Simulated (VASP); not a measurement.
# The defect Si_Sr2 in Sr2SiS4 (P2_1/m), part 2 of 9

How easily does the defect Si_Sr2 form in Sr2SiS4 (P2_1/m)? The host is relaxed first, then a supercell is run with and without the defect. The start is a computed cell from the Materials Project.

VASP 6.6.1, plane waves and PAW; the level of theory is named at each step.

So far. Step 2 (Relaxing the host crystal): The run ended after 14 ionic steps, 0.067 eV below its first step, once forces and stress met EDIFFG = -0.03.

### Step 3. Screening in the host

Level of this step: PBEsol; plane waves and PAW (Sr_sv, Si, S) (VASP).

Charged cells interact with their images through the host's screening, so the correction needs its dielectric constant.

Input file INCAR:

```
SYSTEM = Sr2SiS4
PREC = Accurate
ENCUT = 300
EDIFF = 1E-08
NELM = 120
ISMEAR = 0
SIGMA = 0.05
LREAL = .FALSE.
ALGO = Normal
GGA = PS
NBANDS = 62
LWAVE = .FALSE.
LCHARG = .FALSE.
KPAR = 4
LEPSILON = .TRUE.
IBRION = 8
NSW = 1
```

Input file POSCAR:

```
Sr2SiS4
1.0
    6.5190814872      0.0000000000     -0.0193066260
    0.0000000000      6.5640055546      0.0000000000
   -2.5706540050      0.0000000000      7.7786447481
Sr Si S
4 2 8
Direct
    0.2842465019      0.7500000000      0.9510081360
    0.7157534981      0.2500000000      0.0489918640
    0.2254981196      0.7500000000      0.4292398542
    0.7745018804      0.2500000000      0.5707601458
    0.7198342548      0.7500000000      0.7964455446
    0.2801657452      0.2500000000      0.2035544554
    0.8867306013      0.7500000000      0.0648107366
    0.1132693987      0.2500000000      0.9351892634
    0.9160888285      0.7500000000      0.6323423162
    0.0839111715      0.2500000000      0.3676576838
    0.5051243131      0.4980896931      0.7355224428
    0.4948756869      0.9980896931      0.2644775572
    0.4948756869      0.5019103069      0.2644775572
    0.5051243131      0.0019103069      0.7355224428
```

Input file KPOINTS:

```
Automatic mesh
0
Gamma
4 4 3
0 0 0
```

The projector-augmented-wave data sets are Sr_sv, Si and S (PBE family, release 64).

Started as:

```sh
mpirun -np 4 vasp_std
```

The log of the run:

```text
[banner, memory and clock lines left out]
running    4 mpi-ranks, on    1 nodes
 distrk:  each k-point on    1 cores,    4 groups
 distr:  one band on    1 cores,    1 groups

 POSCAR found type information on POSCAR SrSiS
 POSCAR found :  3 types and      14 ions
 [... a notice as in an earlier step ...]

 LDA part: xc-table for (Slater+PW92), standard interpolation
 POSCAR, INCAR and KPOINTS ok, starting setup
 FFT: planning ... GRIDC
 FFT: planning ... GRID_SOFT
 FFT: planning ... GRID
 WAVECAR not read
 entering main loop
       N       E                     dE             d eps       ncg     rms          rms(c)
DAV:   1     0.454044659862E+03    0.45404E+03   -0.32552E+04  2612   0.903E+02
DAV:   2    -0.356697712041E+02   -0.48971E+03   -0.47243E+03  3296   0.238E+02
DAV:   3    -0.766230131929E+02   -0.40953E+02   -0.40730E+02  3528   0.619E+01
DAV:   4    -0.784927049027E+02   -0.18697E+01   -0.18663E+01  4312   0.129E+01
DAV:   5    -0.785627984356E+02   -0.70094E-01   -0.70081E-01  3648   0.193E+00    0.358E+01
DAV:   6    -0.766763715131E+02    0.18864E+01   -0.37472E+00  3144   0.522E+00    0.224E+01
DAV:   7    -0.765159983922E+02    0.16037E+00   -0.31220E+00  3264   0.523E+00    0.299E+00
DAV:   8    -0.764563814202E+02    0.59617E-01   -0.65004E-01  3200   0.223E+00    0.200E+00
DAV:   9    -0.764600052762E+02   -0.36239E-02   -0.36992E-02  3576   0.523E-01    0.837E-01
DAV:  10    -0.764598455169E+02    0.15976E-03   -0.66176E-03  3248   0.238E-01    0.366E-01
DAV:  11    -0.764601661990E+02   -0.32068E-03   -0.79390E-04  3336   0.992E-02    0.842E-02
DAV:  12    -0.764602262958E+02   -0.60097E-04   -0.13872E-04  3888   0.344E-02    0.318E-02
DAV:  13    -0.764602640847E+02   -0.37789E-04   -0.44101E-05  2984   0.222E-02    0.161E-02
DAV:  14    -0.764602660193E+02   -0.19346E-05   -0.33452E-06  3744   0.546E-03    0.120E-02
DAV:  15    -0.764602667952E+02   -0.77593E-06   -0.10970E-06  3000   0.348E-03    0.300E-03
DAV:  16    -0.764602667884E+02    0.68303E-08   -0.30093E-07  3136   0.171E-03    0.888E-04
DAV:  17    -0.764602667640E+02    0.24370E-07   -0.15839E-08  2344   0.411E-04    0.558E-04
DAV:  18    -0.764602667760E+02   -0.11957E-07   -0.55883E-09  2016   0.244E-04    0.151E-04
DAV:  19    -0.764602667828E+02   -0.68085E-08   -0.19727E-09  1680   0.140E-04
   1 F= -.76460267E+02 E0= -.76460267E+02  d E =-.408079E-14
 Linear response reoptimize wavefunctions to high precision
DAV:   1    -0.764602667873E+02   -0.45156E-08   -0.89014E-10  1680   0.100E-04
DAV:   2    -0.764602667872E+02    0.66393E-10   -0.44655E-10  1680   0.654E-05
 Linear response G [H, r] |phi>, progress :
  Direction:   1
       N       E                     dE             d eps       ncg     rms
RMM:   1    -0.419202236962E+03   -0.41920E+03    0.15626E+03  6133   0.127E+02
RMM:   2    -0.333990361499E+03    0.85212E+02   -0.10936E+02  5207   0.306E+01
RMM:   3    -0.337720297383E+03   -0.37299E+01   -0.21248E+01  6144   0.976E+00
RMM:   4    -0.338361478757E+03   -0.64118E+00   -0.50659E+00  6311   0.409E+00
RMM:   5    -0.338489458019E+03   -0.12798E+00   -0.10378E+00  6460   0.183E+00
RMM:   6    -0.338514353473E+03   -0.24895E-01   -0.24320E-01  6581   0.809E-01
RMM:   7    -0.338520248140E+03   -0.58947E-02   -0.46630E-02  6826   0.400E-01
RMM:   8    -0.338522104274E+03   -0.18561E-02   -0.15020E-02  7101   0.209E-01
RMM:   9    -0.338522533151E+03   -0.42888E-03   -0.64968E-03  7212   0.115E-01
RMM:  10    -0.338522759271E+03   -0.22612E-03    0.50484E-03  7179   0.672E-02
RMM:  11    -0.338522816808E+03   -0.57537E-04   -0.24391E-03  7059   0.425E-02
RMM:  12    -0.338522854913E+03   -0.38105E-04   -0.10150E-03  6986   0.296E-02
RMM:  13    -0.338522837316E+03    0.17598E-04   -0.40051E-04  6855   0.227E-02
RMM:  14    -0.338522902338E+03   -0.65023E-04   -0.15478E-03  6842   0.189E-02
RMM:  15    -0.338522843565E+03    0.58773E-04    0.16513E-04  6789   0.167E-02
RMM:  16    -0.338522922380E+03   -0.78815E-04   -0.14326E-03  6839   0.154E-02
RMM:  17    -0.338522849423E+03    0.72958E-04   -0.36195E-04  6861   0.146E-02
RMM:  18    -0.338522948897E+03   -0.99475E-04   -0.10954E-03  6881   0.141E-02
RMM:  19    -0.338522879665E+03    0.69233E-04   -0.57510E-04  6930   0.138E-02
RMM:  20    -0.338522830687E+03    0.48978E-04    0.40500E-04  6952   0.136E-02
 Linear response G [H, r] |phi>, progress :
  Direction:   2
       N       E                     dE             d eps       ncg     rms
RMM:   1    -0.421096796414E+03   -0.42110E+03    0.15031E+03  5996   0.124E+02
RMM:   2    -0.335089831132E+03    0.86007E+02   -0.11730E+02  4949   0.298E+01
RMM:   3    -0.338084034611E+03   -0.29942E+01   -0.22054E+01  5933   0.943E+00
RMM:   4    -0.338624178281E+03   -0.54014E+00   -0.50214E+00  6185   0.375E+00
RMM:   5    -0.338753632738E+03   -0.12945E+00   -0.12864E+00  6331   0.176E+00
RMM:   6    -0.338782170837E+03   -0.28538E-01   -0.34661E-01  6390   0.798E-01
RMM:   7    -0.338791126341E+03   -0.89555E-02   -0.10094E-01  6725   0.413E-01
RMM:   8    -0.338793127298E+03   -0.20010E-02   -0.53535E-02  7004   0.223E-01
RMM:   9    -0.338793864074E+03   -0.73678E-03    0.42409E-04  7139   0.125E-01
RMM:  10    -0.338794062620E+03   -0.19855E-03   -0.53610E-03  7024   0.736E-02
RMM:  11    -0.338794184883E+03   -0.12226E-03    0.26328E-04  6982   0.466E-02
RMM:  12    -0.338794208491E+03   -0.23608E-04    0.21860E-03  6856   0.325E-02
RMM:  13    -0.338794240976E+03   -0.32485E-04   -0.12878E-03  6816   0.244E-02
RMM:  14    -0.338794235263E+03    0.57131E-05    0.16754E-03  6766   0.199E-02
RMM:  15    -0.338794230199E+03    0.50643E-05   -0.90475E-04  6787   0.172E-02
RMM:  16    -0.338794233796E+03   -0.35973E-05    0.10538E-03  6794   0.157E-02
RMM:  17    -0.338794234629E+03   -0.83268E-06   -0.68963E-04  6851   0.148E-02
RMM:  18    -0.338794230142E+03    0.44870E-05    0.11199E-03  6879   0.143E-02
RMM:  19    -0.338794232911E+03   -0.27698E-05   -0.80682E-04  6913   0.140E-02
RMM:  20    -0.338794231564E+03    0.13474E-05    0.90958E-04  6936   0.138E-02
 Linear response G [H, r] |phi>, progress :
  Direction:   3
       N       E                     dE             d eps       ncg     rms
RMM:   1    -0.415233299483E+03   -0.41523E+03    0.16313E+03  6224   0.126E+02
RMM:   2    -0.334248491859E+03    0.80985E+02   -0.11226E+02  5199   0.303E+01
RMM:   3    -0.337991808618E+03   -0.37433E+01   -0.23138E+01  6151   0.979E+00
RMM:   4    -0.338630665006E+03   -0.63886E+00   -0.57241E+00  6394   0.423E+00
RMM:   5    -0.338770073989E+03   -0.13941E+00   -0.12685E+00  6510   0.194E+00
RMM:   6    -0.338798865110E+03   -0.28791E-01   -0.29612E-01  6571   0.874E-01
[...]
Linear response progress:
  Degree of freedom:  15/ 18
       N       E                     dE             d eps       ncg     rms          rms(c)
RMM:   1    -0.119621139352E+00   -0.11962E+00   -0.57238E-03  6206   0.980E-01
RMM:   2    -0.115077444837E+00    0.45437E-02   -0.70923E-03  4851   0.207E-01    0.302E-01
RMM:   3    -0.115126808206E+00   -0.49363E-04   -0.97917E-04  5010   0.740E-02    0.152E-01
RMM:   4    -0.115401170859E+00   -0.27436E-03   -0.53885E-04  5440   0.446E-02    0.331E-02
RMM:   5    -0.115362885104E+00    0.38286E-04   -0.77680E-05  5596   0.163E-02    0.185E-02
RMM:   6    -0.115369800033E+00   -0.69149E-05   -0.26366E-05  6106   0.670E-03    0.835E-03
RMM:   7    -0.115381308660E+00   -0.11509E-04   -0.10700E-05  6287   0.303E-03    0.293E-03
RMM:   8    -0.115382445430E+00   -0.11368E-05   -0.36591E-06  6657   0.137E-03    0.125E-03
RMM:   9    -0.115384519008E+00   -0.20736E-05   -0.18767E-06  6684   0.759E-04    0.403E-04
RMM:  10    -0.115383959130E+00    0.55988E-06    0.47936E-06  6962   0.417E-04    0.129E-04
RMM:  11    -0.115383888582E+00    0.70548E-07   -0.27109E-06  7088   0.232E-04    0.489E-05
RMM:  12    -0.115383810187E+00    0.78395E-07   -0.94301E-08  7116   0.155E-04    0.222E-05
RMM:  13    -0.115383780687E+00    0.29500E-07   -0.60654E-07  7004   0.126E-04    0.160E-05
RMM:  14    -0.115383771484E+00    0.92033E-08   -0.10740E-07  7046   0.115E-04    0.818E-06
RMM:  15    -0.115383761053E+00    0.10431E-07   -0.16638E-07  6944   0.110E-04    0.681E-06
RMM:  16    -0.115383756235E+00    0.48182E-08   -0.21916E-08  6859   0.109E-04    0.300E-06
 first order change of Fermi-energy  -0.64875E-01
 force on displaced ion       9 direction 3 :   5.184   0.000  -8.043
 Born effective charge ion    9 direction 3 :   0.714   0.000  -2.000
 Linear response progress:
  Degree of freedom:  16/ 18
       N       E                     dE             d eps       ncg     rms          rms(c)
RMM:   1    -0.118337472419E+00   -0.11834E+00   -0.81400E-03  7846   0.100E+00
RMM:   2    -0.113367831444E+00    0.49696E-02   -0.68738E-03  5828   0.216E-01    0.259E-01
RMM:   3    -0.113452824930E+00   -0.84993E-04   -0.82948E-04  6169   0.713E-02    0.131E-01
RMM:   4    -0.113723034077E+00   -0.27021E-03   -0.50265E-04  6526   0.458E-02    0.299E-02
RMM:   5    -0.113677099863E+00    0.45934E-04   -0.57210E-05  7189   0.169E-02    0.168E-02
RMM:   6    -0.113684460250E+00   -0.73604E-05    0.41182E-06  7876   0.724E-03    0.670E-03
RMM:   7    -0.113698610587E+00   -0.14150E-04    0.14339E-05  8201   0.319E-03    0.275E-03
RMM:   8    -0.113700685385E+00   -0.20748E-05    0.18137E-05  8637   0.153E-03    0.145E-03
RMM:   9    -0.113703674696E+00   -0.29893E-05    0.10187E-05  8423   0.843E-04    0.488E-04
RMM:  10    -0.113703806190E+00   -0.13149E-06    0.14559E-05  8883   0.470E-04    0.156E-04
RMM:  11    -0.113703956519E+00   -0.15033E-06    0.33484E-06  9098   0.270E-04    0.678E-05
RMM:  12    -0.113704160791E+00   -0.20427E-06    0.38391E-06  9009   0.183E-04    0.267E-05
RMM:  13    -0.113704287466E+00   -0.12667E-06    0.91680E-07  8831   0.151E-04    0.239E-05
RMM:  14    -0.113704352626E+00   -0.65160E-07    0.88393E-07  8812   0.139E-04    0.117E-05
RMM:  15    -0.113704395692E+00   -0.43066E-07    0.19227E-07  8714   0.134E-04    0.893E-06
RMM:  16    -0.113704410580E+00   -0.14888E-07    0.21189E-07  8671   0.132E-04    0.214E-06
RMM:  17    -0.113704414938E+00   -0.43577E-08    0.11689E-10  8608   0.132E-04    0.263E-06
 first order change of Fermi-energy  -0.65914E-01
 force on displaced ion      11 direction 1 :  -7.645  -4.458  -1.324
 Born effective charge ion   11 direction 1 :  -1.711  -0.094  -0.016
 Linear response progress:
  Degree of freedom:  17/ 18
       N       E                     dE             d eps       ncg     rms          rms(c)
RMM:   1    -0.120711204261E+00   -0.12071E+00   -0.54031E-03  7830   0.102E+00
RMM:   2    -0.114348988295E+00    0.63622E-02   -0.80239E-03  5857   0.231E-01    0.300E-01
RMM:   3    -0.114450017225E+00   -0.10103E-03   -0.11209E-03  6242   0.767E-02    0.146E-01
RMM:   4    -0.114750744925E+00   -0.30073E-03   -0.59966E-04  6552   0.473E-02    0.309E-02
RMM:   5    -0.114701274551E+00    0.49470E-04   -0.12295E-04  6916   0.189E-02    0.146E-02
RMM:   6    -0.114714674968E+00   -0.13400E-04   -0.50630E-05  7946   0.743E-03    0.781E-03
RMM:   7    -0.114726924994E+00   -0.12250E-04   -0.33593E-05  7911   0.333E-03    0.311E-03
RMM:   8    -0.114731609692E+00   -0.46847E-05   -0.29705E-05  8425   0.156E-03    0.121E-03
RMM:   9    -0.114731430914E+00    0.17878E-06   -0.77923E-06  8782   0.777E-04    0.648E-04
RMM:  10    -0.114731658813E+00   -0.22790E-06   -0.12630E-05  8766   0.432E-04    0.114E-04
RMM:  11    -0.114730942386E+00    0.71643E-06   -0.35900E-06  9077   0.251E-04    0.114E-04
RMM:  12    -0.114730638847E+00    0.30354E-06   -0.45309E-06  8993   0.166E-04    0.345E-05
RMM:  13    -0.114730500829E+00    0.13802E-06   -0.25096E-06  8905   0.133E-04    0.142E-05
RMM:  14    -0.114730412732E+00    0.88097E-07   -0.19291E-06  8805   0.120E-04    0.205E-05
RMM:  15    -0.114730352350E+00    0.60382E-07   -0.11166E-06  8710   0.115E-04    0.119E-05
RMM:  16    -0.114730323401E+00    0.28949E-07   -0.95239E-07  8673   0.113E-04    0.283E-06
RMM:  17    -0.114730293170E+00    0.30232E-07   -0.57064E-07  8642   0.112E-04    0.325E-06
RMM:  18    -0.114730281057E+00    0.12113E-07   -0.56848E-07  8518   0.111E-04    0.171E-06
RMM:  19    -0.114730273032E+00    0.80243E-08   -0.43411E-07  8495   0.111E-04    0.108E-06
RMM:  20    -0.114730271491E+00    0.15415E-08   -0.43279E-07  8428   0.111E-04    0.720E-07
RMM:  21    -0.114730265817E+00    0.56735E-08   -0.34260E-07  8422   0.111E-04    0.243E-07
RMM:  22    -0.114730266912E+00   -0.10947E-08   -0.38450E-07  8426   0.111E-04    0.240E-07
RMM:  23    -0.114730264031E+00    0.28813E-08   -0.34856E-07  8450   0.111E-04    0.178E-07
RMM:  24    -0.114730262978E+00    0.10530E-08   -0.33325E-07  8475   0.111E-04    0.178E-07
RMM:  25    -0.114730260501E+00    0.24773E-08   -0.32771E-07  8486   0.111E-04    0.186E-07
RMM:  26    -0.114730259111E+00    0.13894E-08   -0.31512E-07  8508   0.111E-04    0.226E-07
RMM:  27    -0.114730260761E+00   -0.16501E-08   -0.33874E-07  8536   0.110E-04    0.196E-07
 first order change of Fermi-energy   0.17006E+00
 force on displaced ion      11 direction 2 :  -4.455 -12.503  -1.596
 Born effective charge ion   11 direction 2 :  -0.081  -2.113  -0.019
 Linear response progress:
  Degree of freedom:  18/ 18
       N       E                     dE             d eps       ncg     rms          rms(c)
RMM:   1    -0.119783426037E+00   -0.11978E+00   -0.21686E-02  7899   0.991E-01
RMM:   2    -0.114869431456E+00    0.49140E-02   -0.76452E-03  5816   0.227E-01    0.265E-01
RMM:   3    -0.114993234873E+00   -0.12380E-03   -0.73837E-04  6274   0.695E-02    0.145E-01
RMM:   4    -0.115262224446E+00   -0.26899E-03   -0.40815E-04  6698   0.453E-02    0.299E-02
RMM:   5    -0.115201874007E+00    0.60350E-04   -0.71294E-05  7264   0.168E-02    0.191E-02
RMM:   6    -0.115211810822E+00   -0.99368E-05   -0.17476E-05  7725   0.744E-03    0.562E-03
RMM:   7    -0.115229567359E+00   -0.17757E-04   -0.52306E-06  7994   0.355E-03    0.221E-03
RMM:   8    -0.115231135004E+00   -0.15676E-05    0.52580E-06  8665   0.165E-03    0.152E-03
RMM:   9    -0.115232945566E+00   -0.18106E-05   -0.44124E-06  8487   0.839E-04    0.591E-04
RMM:  10    -0.115232535506E+00    0.41006E-06    0.81602E-06  8768   0.485E-04    0.182E-04
RMM:  11    -0.115232683187E+00   -0.14768E-06   -0.36898E-06  9110   0.265E-04    0.729E-05
RMM:  12    -0.115232692079E+00   -0.88923E-08    0.92519E-07  8887   0.167E-04    0.350E-05
RMM:  13    -0.115232661414E+00    0.30665E-07   -0.69589E-07  8783   0.132E-04    0.338E-05
RMM:  14    -0.115232654086E+00    0.73286E-08   -0.28708E-08  8822   0.117E-04    0.202E-05
 first order change of Fermi-energy   0.83142E-01
 force on displaced ion      11 direction 3 :  -1.323  -1.595  -5.298
 Born effective charge ion   11 direction 3 :  -0.045  -0.090  -1.648
 Born effective charges drift removed
 Linear response finished
```

Elapsed: 33 min, on 4 MPI ranks of Intel Xeon 6975P-C (Granite Rapids), shared host; peak memory 3.2 GiB.

(Part 2 of 9 ends here.)

[Lines on the potential files, build, host, timing and source positions are cut from VASP's logs without a mark.]

[Logs are printed without paths, hosts, clocks, repeated set-up lines and the standing remarks that a program may print on its own settings, such as how far it seeks lower states.]

[Hosts, paths, dates, database ids (printed as entryN), source tags and the programs' standing remarks are cut or masked in the printed files.]

[In band tables of VASP the shares of atoms and orbitals are scaled to a sum of 1 inside the atoms' spheres.]

[Runs that stopped without an error message from VASP are left out.]
